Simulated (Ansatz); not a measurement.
# Thickness series of a Cu/C/Cu junction, part 5 of 6

How fast does the current through Cu/C/Cu fall with each added layer? Both electrodes are Cu fcc(111); the barrier is C diamond(111) (whole bilayers). In the first transport cell, after relaxation, the nearest pair of electrode and barrier is Cu–C at 2.05 Å, along the normal, at the lower face and Cu–C at 2.05 Å, along the normal, at the upper one. All share a net of side 2.524 Å, which strains the lower electrode by -1.7 % and the barrier by +0.0 %, against typed lattice constants near PBE's. The first steps treat the bulk electrodes alone.

Ansatz 0.2.0; PBE DFT, plane waves, PAW files (the session's first sound run).

So far, transmission at the Fermi level (a spin, zone mean): step 4 (T(E) of the junction) 0.135; step 5 (conductance, atomic planes in the barrier 4, gap between the electrodes 6.62 Å) 0.489; step 6 (conductance on a fine mesh, 24 atoms) 0.141.

### Step 7. Conductance on a fine mesh, atomic planes in the barrier 10, gap between the electrodes 12.82 Å

Level of this step: PBE DFT, plane waves, PAW files; ballistic transmission by layer matching between semi-infinite leads (Ansatz).

System of this step: Cu/C/Cu. The cell holds 26 atoms: 16 Cu and 10 C. Its edges and angles: a = 2.524 Å, b = 2.524 Å, c = 56.490 Å, α = 90.0°, β = 90.0°, γ = 120.0°. Regions: left electrode, 8 atoms (8 Cu); barrier, 10 atoms (10 C); right electrode, 8 atoms (8 Cu). Vacuum lies along c.

Barrier layers are added or taken out in the middle, and the relaxed faces stay.

File input.yaml:

```yaml
crystal:
  lattice:
    - [2.524, 0.0, 0.0]
    - [-1.262, 2.1858481192, 0.0]
    - [0.0, 0.0, 56.4904118544]
  atoms:
    - { symbol: Cu, position: [0.66666667, 0.33333333, 0.1239148339] }
    - { symbol: Cu, position: [0.0, 0.0, 0.1614428176] }
    - { symbol: Cu, position: [0.33333333, 0.66666667, 0.1989708013] }
    - { symbol: Cu, position: [0.66666667, 0.33333333, 0.2364987851] }
    - { symbol: Cu, position: [0.0, 0.0, 0.2740267688] }
    - { symbol: Cu, position: [0.33333333, 0.66666667, 0.3115547526] }
    - { symbol: Cu, position: [0.66666667, 0.33333333, 0.3490827363] }
    - { symbol: Cu, position: [0.0, 0.0, 0.3865591674] }
    - { symbol: C, position: [0.0, 0.0, 0.4228549256] }
    - { symbol: C, position: [0.33333333, 0.66666667, 0.430714185] }
    - { symbol: C, position: [0.33333333, 0.66666667, 0.4590386604] }
    - { symbol: C, position: [0.66666667, 0.33333333, 0.4678353621] }
    - { symbol: C, position: [0.66666667, 0.33333333, 0.4956016491] }
    - { symbol: C, position: [0.0, 0.0, 0.5043983511] }
    - { symbol: C, position: [0.0, 0.0, 0.5321646381] }
    - { symbol: C, position: [0.33333333, 0.66666667, 0.5409613401] }
    - { symbol: C, position: [0.33333333, 0.66666667, 0.5692858147] }
    - { symbol: C, position: [0.66666667, 0.33333333, 0.5771450751] }
    - { symbol: Cu, position: [0.66666667, 0.33333333, 0.6134408332] }
    - { symbol: Cu, position: [0.0, 0.0, 0.6509172637] }
    - { symbol: Cu, position: [0.33333333, 0.66666667, 0.6884452474] }
    - { symbol: Cu, position: [0.66666667, 0.33333333, 0.7259732312] }
    - { symbol: Cu, position: [0.0, 0.0, 0.7635012149] }
    - { symbol: Cu, position: [0.33333333, 0.66666667, 0.8010291987] }
    - { symbol: Cu, position: [0.66666667, 0.33333333, 0.8385571824] }
    - { symbol: Cu, position: [0.0, 0.0, 0.8760851661] }
kpoints:
  mp_grid: { grid: [12, 12, 1] }
scf:
  occupations: { method: fermi_dirac, width: 0.1 }
  max_iter: 150
hamiltonian:
  xc: pbe
output:
  transmission:
    kmesh: [36, 36]
    e_range: [-0.26, 0.27]
    de: 0.0375
    leads: [[3, 4], [22, 23]]
```

On the command line:

```
$ ansatz run input.yaml --threads 4 --pin off --max-ram 12288MiB --backend cpu --events-out ev --progress --plain --runs-dir out
```

Numbers of over 12 decimals in the logs are rounded to 6 here.

The program printed:

```text
[...]
Crystal: 26 atoms, lattice volume = 311.662 Å³
Basis set: ecut = 420 eV, 6159 PW (Γ)
Bands: 207, of which v1, the nominal top of the filled ones, is band 172 counted from 1 (171 counted from 0)
Symmetry: 12 space group operations
[...]
k-points: 19 of 144
[...]
channels       : 7.708333e-1 a spin
[...]
slowest decay  : 0.0633 /Å at (0.0833, 0.0278)
[...]
filled         : 20.7 meV under the level at which it is neutral
    channels       : 7.708333e-1 a spin
[...]
slowest decay  : 0.0623 /Å at (0.0833, 0.0278)
  junction   : crystal 0 to crystal 1, 15.12 to 40.65 Å
    transmission   : 7.421322e-2 a spin
[...]
resistance     : 8.6392e-3 Ω µm² beyond half of each lead's own
[key lines of the parts left out:]
SCF converged after 15 iterations
Free energy (F): -108507.413127 eV
Fermi energy:    11.555637 eV
```

It took 50 s on 4 threads of Intel Xeon Platinum 8488C (Sapphire Rapids), shared host; peak memory 2 GiB; 3.1 min of CPU time.

G = 1.0e14 S/m² (1/G = 0.00956 Ω µm²), 0.53 times the step before of this kind. The largest error estimate is 15 %, from the mesh across the current. In the worse lead the potential repeats within 29 meV, which the program flags as too much for a lead, so G carries that doubt.

### Step 8. Conductance, atomic planes in the barrier 12, gap between the electrodes 14.88 Å

System of this step: Cu/C/Cu. The cell holds 28 atoms: 16 Cu and 12 C. Its edges and angles: a = 2.524 Å, b = 2.524 Å, c = 58.556 Å, α = 90.0°, β = 90.0°, γ = 120.0°. Regions: left electrode, 8 atoms (8 Cu); barrier, 12 atoms (12 C); right electrode, 8 atoms (8 Cu). Vacuum lies along c.

Barrier layers are added or taken out in the middle, and the relaxed faces stay.

File input.yaml:

```yaml
crystal:
  lattice:
    - [2.524, 0.0, 0.0]
    - [-1.262, 2.1858481192, 0.0]
    - [0.0, 0.0, 58.5558701621]
  atoms:
    - { symbol: Cu, position: [0.66666667, 0.33333333, 0.1195439497] }
    - { symbol: Cu, position: [0.0, 0.0, 0.155748198] }
    - { symbol: Cu, position: [0.33333333, 0.66666667, 0.1919524462] }
    - { symbol: Cu, position: [0.66666667, 0.33333333, 0.2281566944] }
    - { symbol: Cu, position: [0.0, 0.0, 0.2643609426] }
    - { symbol: Cu, position: [0.33333333, 0.66666667, 0.3005651908] }
    - { symbol: Cu, position: [0.66666667, 0.33333333, 0.336769439] }
    - { symbol: Cu, position: [0.0, 0.0, 0.372923953] }
    - { symbol: C, position: [0.0, 0.0, 0.4079394403] }
    - { symbol: C, position: [0.33333333, 0.66666667, 0.4155214778] }
    - { symbol: C, position: [0.33333333, 0.66666667, 0.4428468557] }
    - { symbol: C, position: [0.66666667, 0.33333333, 0.4513332687] }
    - { symbol: C, position: [0.66666667, 0.33333333, 0.4781201474] }
    - { symbol: C, position: [0.0, 0.0, 0.4866065608] }
    - { symbol: C, position: [0.0, 0.0, 0.5133934395] }
    - { symbol: C, position: [0.33333333, 0.66666667, 0.5218798528] }
    - { symbol: C, position: [0.33333333, 0.66666667, 0.5486667315] }
    - { symbol: C, position: [0.66666667, 0.33333333, 0.5571531448] }
    - { symbol: C, position: [0.66666667, 0.33333333, 0.584478522] }
    - { symbol: C, position: [0.0, 0.0, 0.5920605603] }
    - { symbol: Cu, position: [0.0, 0.0, 0.6270760475] }
    - { symbol: Cu, position: [0.33333333, 0.66666667, 0.663230561] }
    - { symbol: Cu, position: [0.66666667, 0.33333333, 0.6994348092] }
    - { symbol: Cu, position: [0.0, 0.0, 0.7356390574] }
    - { symbol: Cu, position: [0.33333333, 0.66666667, 0.7718433056] }
    - { symbol: Cu, position: [0.66666667, 0.33333333, 0.8080475538] }
    - { symbol: Cu, position: [0.0, 0.0, 0.844251802] }
    - { symbol: Cu, position: [0.33333333, 0.66666667, 0.8804560503] }
kpoints:
  mp_grid: { grid: [12, 12, 1] }
scf:
  occupations: { method: fermi_dirac, width: 0.1 }
  max_iter: 150
hamiltonian:
  xc: pbe
output:
  transmission:
    kmesh: [36, 36]
    e_range: [-0.26, 0.27]
    de: 0.0375
    leads: [[3, 4], [24, 25]]
```

The program printed:

```text
[...]
Crystal: 28 atoms, lattice volume = 323.057 Å³
Basis set: ecut = 420 eV, 6381 PW (Γ)
Bands: 212, of which v1, the nominal top of the filled ones, is band 176 counted from 1 (175 counted from 0)
Symmetry: 12 space group operations
[...]
k-points: 19 of 144
[...]
channels       : 7.708333e-1 a spin
[...]
slowest decay  : 0.0634 /Å at (0.0833, 0.0278)
[...]
filled         : 20.2 meV under the level at which it is neutral
    channels       : 7.708333e-1 a spin
[...]
slowest decay  : 0.0624 /Å at (0.0833, 0.0278)
  junction   : crystal 0 to crystal 1, 15.12 to 42.71 Å
    transmission   : 4.208732e-2 a spin
[...]
resistance     : 1.6050e-2 Ω µm² beyond half of each lead's own
[key lines of the parts left out:]
SCF converged after 15 iterations
Free energy (F): -109009.016263 eV
Fermi energy:    11.631343 eV
```

Wall time 54 s (4 threads); peak memory 2.1 GiB.

G = 5.9e13 S/m² (1/G = 0.0170 Ω µm²), 0.56 times the step before of this kind. The largest error estimate is 27 %, from the mesh across the current. In the worse lead the potential repeats within 29 meV, which the program flags as too much for a lead, so G carries that doubt.

### Step 9. Conductance, atomic planes in the barrier 16, gap between the electrodes 19.01 Å

System of this step: Cu/C/Cu. The cell holds 32 atoms: 16 Cu and 16 C. Its edges and angles: a = 2.524 Å, b = 2.524 Å, c = 62.687 Å, α = 90.0°, β = 90.0°, γ = 120.0°. Regions: left electrode, 8 atoms (8 Cu); barrier, 16 atoms (16 C); right electrode, 8 atoms (8 Cu). Vacuum lies along c.

Barrier layers are added or taken out in the middle, and the relaxed faces stay.

File input.yaml:

```yaml
crystal:
  lattice:
    - [2.524, 0.0, 0.0]
    - [-1.262, 2.1858481192, 0.0]
    - [0.0, 0.0, 62.6867867774]
  atoms:
    - { symbol: Cu, position: [0.66666667, 0.33333333, 0.1116662755] }
    - { symbol: Cu, position: [0.0, 0.0, 0.1454847461] }
    - { symbol: Cu, position: [0.33333333, 0.66666667, 0.1793032167] }
    - { symbol: Cu, position: [0.66666667, 0.33333333, 0.2131216873] }
    - { symbol: Cu, position: [0.0, 0.0, 0.246940158] }
    - { symbol: Cu, position: [0.33333333, 0.66666667, 0.2807586286] }
    - { symbol: Cu, position: [0.66666667, 0.33333333, 0.3145770992] }
    - { symbol: Cu, position: [0.0, 0.0, 0.348349113] }
    - { symbol: C, position: [0.0, 0.0, 0.3810571594] }
    - { symbol: C, position: [0.33333333, 0.66666667, 0.3881395578] }
    - { symbol: C, position: [0.33333333, 0.66666667, 0.4136642555] }
    - { symbol: C, position: [0.66666667, 0.33333333, 0.4215914333] }
    - { symbol: C, position: [0.66666667, 0.33333333, 0.4466131176] }
    - { symbol: C, position: [0.0, 0.0, 0.4545402956] }
    - { symbol: C, position: [0.0, 0.0, 0.4795619799] }
    - { symbol: C, position: [0.33333333, 0.66666667, 0.4874891579] }
    - { symbol: C, position: [0.33333333, 0.66666667, 0.5125108423] }
    - { symbol: C, position: [0.66666667, 0.33333333, 0.5204380203] }
    - { symbol: C, position: [0.66666667, 0.33333333, 0.5454597046] }
    - { symbol: C, position: [0.0, 0.0, 0.5533868826] }
    - { symbol: C, position: [0.0, 0.0, 0.5784085669] }
    - { symbol: C, position: [0.33333333, 0.66666667, 0.5863357449] }
    - { symbol: C, position: [0.33333333, 0.66666667, 0.6118604419] }
    - { symbol: C, position: [0.66666667, 0.33333333, 0.6189428412] }
    - { symbol: Cu, position: [0.66666667, 0.33333333, 0.6516508875] }
    - { symbol: Cu, position: [0.0, 0.0, 0.6854229008] }
    - { symbol: Cu, position: [0.33333333, 0.66666667, 0.7192413714] }
    - { symbol: Cu, position: [0.66666667, 0.33333333, 0.753059842] }
    - { symbol: Cu, position: [0.0, 0.0, 0.7868783127] }
    - { symbol: Cu, position: [0.33333333, 0.66666667, 0.8206967833] }
    - { symbol: Cu, position: [0.66666667, 0.33333333, 0.8545152539] }
    - { symbol: Cu, position: [0.0, 0.0, 0.8883337245] }
kpoints:
  mp_grid: { grid: [12, 12, 1] }
scf:
  occupations: { method: fermi_dirac, width: 0.1 }
  max_iter: 150
hamiltonian:
  xc: pbe
output:
  transmission:
    kmesh: [36, 36]
    e_range: [-0.26, 0.27]
    de: 0.0375
    leads: [[3, 4], [28, 29]]
```

The program printed:

```text
[...]
Crystal: 32 atoms, lattice volume = 345.848 Å³
Basis set: ecut = 420 eV, 6827 PW (Γ)
Bands: 221, of which v1, the nominal top of the filled ones, is band 184 counted from 1 (183 counted from 0)
Symmetry: 12 space group operations
[...]
k-points: 19 of 144
[...]
channels       : 7.708333e-1 a spin
[...]
slowest decay  : 0.0636 /Å at (0.0833, 0.0278)
[...]
filled         : 19.8 meV under the level at which it is neutral
    channels       : 7.708333e-1 a spin
[...]
slowest decay  : 0.0626 /Å at (0.0833, 0.0278)
  junction   : crystal 0 to crystal 1, 15.12 to 46.85 Å
    transmission   : 1.202020e-2 a spin
[...]
resistance     : 5.7784e-2 Ω µm² beyond half of each lead's own
[key lines of the parts left out:]
SCF converged after 18 iterations
Free energy (F): -110012.229639 eV
Fermi energy:    11.770618 eV
```

It took 62 s on 4 threads; peak memory 2.3 GiB.

One spin. Table of transmission, zone mean by energy, zero at the Fermi level:

| energy (eV) | transmission, zone mean |
| --- | --- |
| -0.260 | 0.0148 |
| -0.223 | 0.0145 |
| -0.185 | 0.0143 |
| -0.147 | 0.0134 |
| -0.110 | 0.0130 |
| -0.072 | 0.0111 |
| -0.035 | 0.0114 |
| 0.003 | 0.0120 |
| 0.040 | 0.0131 |
| 0.077 | 0.0146 |
| 0.115 | 0.0107 |
| 0.152 | 0.0117 |
| 0.190 | 0.0134 |
| 0.228 | 0.0151 |
| 0.265 | 0.00603 |

G = 1.7e13 S/m² (1/G = 0.0587 Ω µm²), 0.29 times the step before of this kind. The largest error estimate is 53 %, from the mesh across the current. In the worse lead the potential repeats within 29 meV, which the program flags as too much for a lead, so G carries that doubt.

### Step 10. Conductance on a fine mesh, atomic planes in the barrier 20, gap between the electrodes 23.14 Å

System of this step: Cu/C/Cu. The cell holds 36 atoms: 16 Cu and 20 C. Its edges and angles: a = 2.524 Å, b = 2.524 Å, c = 66.818 Å, α = 90.0°, β = 90.0°, γ = 120.0°. Regions: left electrode, 8 atoms (8 Cu); barrier, 20 atoms (20 C); right electrode, 8 atoms (8 Cu). Vacuum lies along c.

Barrier layers are added or taken out in the middle, and the relaxed faces stay.

File input.yaml:

```yaml
crystal:
  lattice:
    - [2.524, 0.0, 0.0]
    - [-1.262, 2.1858481192, 0.0]
    - [0.0, 0.0, 66.8177033928]
  atoms:
    - { symbol: Cu, position: [0.66666667, 0.33333333, 0.1047626549] }
    - { symbol: Cu, position: [0.0, 0.0, 0.136490343] }
    - { symbol: Cu, position: [0.33333333, 0.66666667, 0.1682180312] }
    - { symbol: Cu, position: [0.66666667, 0.33333333, 0.1999457194] }
    - { symbol: Cu, position: [0.0, 0.0, 0.2316734076] }
    - { symbol: Cu, position: [0.33333333, 0.66666667, 0.2634010957] }
    - { symbol: Cu, position: [0.66666667, 0.33333333, 0.2951287839] }
    - { symbol: Cu, position: [0.0, 0.0, 0.3268128873] }
    - { symbol: C, position: [0.0, 0.0, 0.3574988018] }
    - { symbol: C, position: [0.33333333, 0.66666667, 0.3641433403] }
    - { symbol: C, position: [0.33333333, 0.66666667, 0.3880900071] }
    - { symbol: C, position: [0.66666667, 0.33333333, 0.3955270975] }
    - { symbol: C, position: [0.66666667, 0.33333333, 0.4190018491] }
    - { symbol: C, position: [0.0, 0.0, 0.4264389398] }
    - { symbol: C, position: [0.0, 0.0, 0.4499136914] }
    - { symbol: C, position: [0.33333333, 0.66666667, 0.457350782] }
    - { symbol: C, position: [0.33333333, 0.66666667, 0.4808255336] }
    - { symbol: C, position: [0.66666667, 0.33333333, 0.4882626243] }
    - { symbol: C, position: [0.66666667, 0.33333333, 0.5117373759] }
    - { symbol: C, position: [0.0, 0.0, 0.5191744666] }
    - { symbol: C, position: [0.0, 0.0, 0.5426492182] }
    - { symbol: C, position: [0.33333333, 0.66666667, 0.5500863088] }
    - { symbol: C, position: [0.33333333, 0.66666667, 0.5735610604] }
    - { symbol: C, position: [0.66666667, 0.33333333, 0.5809981511] }
    - { symbol: C, position: [0.66666667, 0.33333333, 0.6044729027] }
    - { symbol: C, position: [0.0, 0.0, 0.6119099933] }
    - { symbol: C, position: [0.0, 0.0, 0.6358566595] }
    - { symbol: C, position: [0.33333333, 0.66666667, 0.6425011988] }
    - { symbol: Cu, position: [0.33333333, 0.66666667, 0.6731871131] }
    - { symbol: Cu, position: [0.66666667, 0.33333333, 0.7048712161] }
    - { symbol: Cu, position: [0.0, 0.0, 0.7365989043] }
    - { symbol: Cu, position: [0.33333333, 0.66666667, 0.7683265924] }
    - { symbol: Cu, position: [0.66666667, 0.33333333, 0.8000542806] }
    - { symbol: Cu, position: [0.0, 0.0, 0.8317819688] }
    - { symbol: Cu, position: [0.33333333, 0.66666667, 0.863509657] }
    - { symbol: Cu, position: [0.66666667, 0.33333333, 0.8952373451] }
kpoints:
  mp_grid: { grid: [12, 12, 1] }
scf:
  occupations: { method: fermi_dirac, width: 0.1 }
  max_iter: 150
hamiltonian:
  xc: pbe
output:
  transmission:
    kmesh: [36, 36]
    e_range: [-0.26, 0.27]
    de: 0.0375
    leads: [[3, 4], [32, 33]]
```

The program printed:

```text
[...]
Crystal: 36 atoms, lattice volume = 368.639 Å³
Basis set: ecut = 420 eV, 7261 PW (Γ)
Bands: 231, of which v1, the nominal top of the filled ones, is band 192 counted from 1 (191 counted from 0)
Symmetry: 12 space group operations
[...]
k-points: 19 of 144
[...]
channels       : 7.708333e-1 a spin
[...]
slowest decay  : 0.0636 /Å at (0.0833, 0.0278)
[...]
filled         : 19.6 meV under the level at which it is neutral
    channels       : 7.708333e-1 a spin
[...]
slowest decay  : 0.0626 /Å at (0.0833, 0.0278)
  junction   : crystal 0 to crystal 1, 15.12 to 50.98 Å
    transmission   : 2.703320e-3 a spin
[...]
resistance     : 2.5879e-1 Ω µm² beyond half of each lead's own
[key lines of the parts left out:]
SCF converged after 17 iterations
Free energy (F): -111015.445776 eV
Fermi energy:    11.894856 eV
```

Wall time 69 s (4 threads); peak memory 2.5 GiB.

One spin. The transmission, zone mean by energy, zero at the Fermi level:

| energy (eV) | transmission, zone mean |
| --- | --- |
| -0.260 | 0.00402 |
| -0.223 | 0.00379 |
| -0.185 | 0.00355 |
| -0.147 | 0.00321 |
| -0.110 | 0.00294 |
| -0.072 | 0.00254 |
| -0.035 | 0.00258 |
| 0.003 | 0.00270 |
| 0.040 | 0.00297 |
| 0.077 | 0.00325 |
| 0.115 | 0.00232 |
| 0.152 | 0.00267 |
| 0.190 | 0.00346 |
| 0.228 | 0.00635 |
| 0.265 | 0.00102 |

G = 3.9e12 S/m² (1/G = 0.260 Ω µm²), 0.23 times the step before of this kind. The largest error estimate is 65 %, from the mesh across the current. In the worse lead the potential repeats within 29 meV, which the program flags as too much for a lead, so G carries that doubt.

[end of part 5 of 6]

[Logs are printed without paths, hosts, clocks, repeated set-up lines and the standing remarks that a program may print on its own settings, such as how far it seeks lower states.]

[Hosts, paths, dates, database ids (printed as entryN), source tags and the programs' standing remarks are cut or masked in the printed files.]
